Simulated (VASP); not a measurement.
Here is a VASP 6.6.1 calculation.

INCAR

```
PREC     = Accurate       # precision mode
ENCUT    = 600            # plane-wave cutoff, eV
EDIFF    = 1E-8           # SCF threshold, eV
ISMEAR   = 0              # smearing method
SIGMA    = 0.03           # smearing width, eV
LREAL    = False          # projectors in reciprocal space
LASPH    = True           # aspherical terms in the spheres
NELM     = 80             # most SCF steps
ALGO     = Fast           # electronic algorithm
ISIF     = 2              # what is computed and relaxed
LWAVE    = False          # write WAVECAR
LCHARG   = False          # write CHGCAR
GGA      = PS             # functional
LEPSILON = True           # dielectric tensor by DFPT
KPAR     = 2
```

Contents of KPOINTS:

```
Automatic mesh
0
Monkhorst-Pack
  14 14 14
```

Contents of POSCAR:

```
CaF2                                    
1.0
    0.0000000000      2.7125817484      2.7125817484
    2.7125817484      0.0000000000      2.7125817484
    2.7125817484      2.7125817484     -0.0000000000
  Ca              F             
     1     2
Direct
     1.0000000000000000    1.0000000000000000    0.0000000000000000
     0.2500000000000000    0.2500000000000000    0.2500000000000000
     0.7500000000000000    0.7500000000000000    0.7500000000000000
```

Potentials or basis: VASP PAW PBE potentials, release 64 (Ca_sv, F).

The run is started by

```sh
$ cat potpaw_PBE.64/Ca_sv/POTCAR potpaw_PBE.64/F/POTCAR > POTCAR
$ mpirun -np 2 vasp_std > vasp.out
```

Problem. What does it give for the electronic dielectric tensor (diagonal)?

Solution. 2.31.

Problem. Estimate the Born charges (mean of the diagonal).

Solution. Ca +2.37; F -1.19 e.

Electronic dielectric tensor:
```
2.31 0.00 0.00
0.00 2.31 0.00
0.00 0.00 2.31
```
